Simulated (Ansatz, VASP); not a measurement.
This is a calculation of GaN for VASP 6.6.1. 

Contents of INCAR:

```
SYSTEM = GaN
ALGO     = Normal         ! electronic algorithm
EDIFF    = 1E-7           ! SCF threshold, eV
EDIFFG   = -0.01          ! ionic threshold
ENCUT    = 600            ! plane-wave cutoff, eV
IBRION   = 2              ! ionic algorithm
ISIF     = 3              ! what is computed and relaxed
ISMEAR   = -1             ! smearing method
LASPH    = .True.         ! aspherical terms in the spheres
LCHARG   = .False.        ! write CHGCAR
LMIXTAU  = .True.       
LREAL    = .False.        ! projectors in reciprocal space
LWAVE    = .False.        ! write WAVECAR
METAGGA  = R2SCAN         ! meta-GGA
NELM     = 60             ! most SCF steps
NSW      = 40             ! ionic steps
PREC     = Accurate       ! precision mode
SIGMA    = 0.05           ! smearing width, eV
```

The input KPOINTS:

```
k-points
0
Gamma
  10 10 5
  0 0 0
```

File POSCAR:

```
GaN
1.0
    3.1800000000      0.0000000000      0.0000000000
   -1.5900000000      2.7539607840      0.0000000000
    0.0000000000      0.0000000000      5.1660000000
Ga N
2 2
Direct
    0.6666666667      0.3333333333      0.5000000000
    0.3333333333      0.6666666667      0.0000000000
    0.6666666667      0.3333333333      0.8750000000
    0.3333333333      0.6666666667      0.3750000000
```

Potentials or basis: VASP PAW PBE potentials, release 64 (Ga_d, N).

Run with:

```bash
$ cat potpaw_PBE.64/Ga_d/POTCAR potpaw_PBE.64/N/POTCAR > POTCAR
$ mpirun -np 1 vasp_std > vasp.out
```

Q: Translate it to Ansatz 0.2.0. Potentials or basis there: Ansatz PAW, cutoff 500 eV.

A: As run (cutoffs and basis follow the program's own potentials, and thresholds, step limits or extra output files can differ):

The input input.yaml:

```yaml
crystal:
  lattice:
    - [3.18, 0.0, 0.0]
    - [-1.59, 2.753960784, 0.0]
    - [0.0, 0.0, 5.166]
  atoms:
    - { symbol: Ga, position: [0.6666666667, 0.3333333333, 0.5] }
    - { symbol: Ga, position: [0.3333333333, 0.6666666667, 0.0] }
    - { symbol: "N", position: [0.6666666667, 0.3333333333, 0.875] }
    - { symbol: "N", position: [0.3333333333, 0.6666666667, 0.375] }
hamiltonian:
  xc: r2scan
  pseudopotentials: { kind: paw }
kpoints:
  mp_grid: { grid: [10, 10, 5] }
scf:
  occupations: { method: fermi_dirac, width: 0.05 }
output:
  forces: true
  stress: true
relax:
  f_tol: 0.01
  max_steps: 40
  cell: { stress_tol: 0.05 }
```

Potentials or basis: Ansatz PAW.

Command:

```console
$ ansatz run input.yaml --threads 2 --pin off --max-ram 5120MiB --backend cpu --events-out ev --progress --plain --runs-dir out
```

Both were run:

|  | VASP | Ansatz |
| --- | --- | --- |
| Relaxed volume | 11.44 Å³/atom | 11.37 Å³/atom |
| Relaxed cell | a = 3.188 Å, b = 3.188 Å, c = 5.196 Å, α = 90.00°, β = 90.00°, γ = 120.00° | a = 3.183 Å, b = 3.183 Å, c = 5.184 Å, α = 90.00°, β = 90.00°, γ = 120.00° |
| Space group after relaxing | P6_3mc (No. 186) | P6_3mc (No. 186) |
| Pressure after relaxing | 0.0 GPa | 0.0 GPa |

Ansatz's pressure holds a Pulay term of +0.10 GPa for its cutoff of 500 eV, which the other run lacks.

VASP's potentials were made for PBE. Ansatz's potentials were made for PBE.

Where Ansatz's input types no cutoff or centring, it takes its own default and a Γ-centred mesh.

Pressure is positive in compression.
